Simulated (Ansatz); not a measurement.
SiC (P6_3mc), rigid cleavage

These are results of DFT r2SCAN, scalar-relativistic, plane waves, PAW (Ansatz), not measurements. Settings: plane waves to 500 eV, k-mesh 8×8×3 (Γ-centred), Gaussian smearing 0.05 eV. No spin polarisation. Energies are free energies at this smearing, counted from the undisturbed cell; pressure is positive in compression.

The starting cell (relaxed at this level):

```yaml
crystal:
  lattice:
    - [-1.53878, -2.66524, 0.00000]
    - [1.53878, -2.66524, 0.00000]
    - [0.00000, 0.00000, 10.07677]
  atoms:
    - { symbol: Si, position: [0.33333, 0.33333, 0.09404] }
    - { symbol: Si, position: [0.66667, 0.66667, 0.59404] }
    - { symbol: Si, position: [0.00000, 0.00000, 0.84409] }
    - { symbol: Si, position: [0.00000, 0.00000, 0.34409] }
    - { symbol: C, position: [0.33333, 0.33333, 0.90600] }
    - { symbol: C, position: [0.66667, 0.66667, 0.40600] }
    - { symbol: C, position: [0.00000, 0.00000, 0.65666] }
    - { symbol: C, position: [0.00000, 0.00000, 0.15666] }
```

The cut lies on the cell's a–b face, a (0 0 1) plane (indices in the standard cell, whose axes needn't be the Cartesian ones shown) of area 8.20 Å², between layers 1.89 Å apart. Vector c is lengthened by d along the normal with the atoms' Cartesian places fixed: one unrelaxed cut a cell.

```tsv
d (Å)	energy (J/m²)	traction dE/dd (GPa)	gap on the mesh (eV)
-0.30	2.36	-197.9	2.36
-0.15	0.46	-68.5	2.55
0.00	0.00	0.0	2.60
0.25	0.70	46.5	2.30
0.50	2.03	56.5	1.81
0.75	3.42	53.6	1.34
1.00	4.68	46.7	0.91
1.50	6.63	31.4	0.28
2.00	7.86	18.6	0.00
3.00	8.90	4.2	0.00
4.50	9.12	0.3	0.00
6.00	9.14	0.1	0.00
```

Where the gap reads zero the k-mesh, chosen for the insulator, is on the coarse side.

Cost: 12 runs of about 1.4 core-minutes in all, on AMD EPYC 9R45 (Zen 5) (shared hosts).